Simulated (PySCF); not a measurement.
## Continuum solvent and chemical shifts

Atom-mapped SMILES (the numbers label the heavy atoms): `[cH:1]1[cH:2][nH+:3][cH:4][nH:5]1`. Each H is labelled by its parent atom.

GIAO PBE0/pcSseg-1 in PySCF 2.14.0 with density-fitted response routines on one PBE0-D3(BJ)/def2-SVP conformer, non-relativistic, equivalent nuclei averaged. Solvents enter as an IEF-PCM continuum (cyclohexane with ε = 2.0, chloroform with ε = 4.7) around the gas-phase geometry. Shifts are referred to TMS computed in the same medium.

Gas phase, δ in ppm: C4 135.8, C1/C2 127.7, H(N3)/H(N5) 9.66, H(C4) 8.33, H(C1)/H(C2) 7.89. Dipole moment 1.45 D.

(1) How does each δ change in the continuum?

(2) Which nuclei move most (in ppm), and what does the model miss?

Answers

(1) 
```
      atoms                                              environment  Δδ, cyclohexane  Δδ, chloroform
         C4                 aromatic CH between two ring heteroatoms             +1.4            +2.6
      C1/C2                      aromatic CH next to a ring nitrogen             -0.2            -0.3
H(N3)/H(N5)             hydrogen on a nitrogen of a delocalised unit            +0.17           +0.31
      H(C4)  hydrogen on an aromatic CH between two ring heteroatoms            +0.08           +0.14
H(C1)/H(C2)       hydrogen on an aromatic CH next to a ring nitrogen            -0.05           -0.08
```

Changes are relative to the gas phase. The dipole moment becomes 1.65 D in cyclohexane, 1.82 D in chloroform.

(2) C4 (aromatic CH between two ring heteroatoms, +2.6 ppm) in chloroform. A continuum only polarises the solute; specific hydrogen bonds, the anisotropy of aromatic solvents and changes of geometry or conformer are outside it, as are counter-ions.
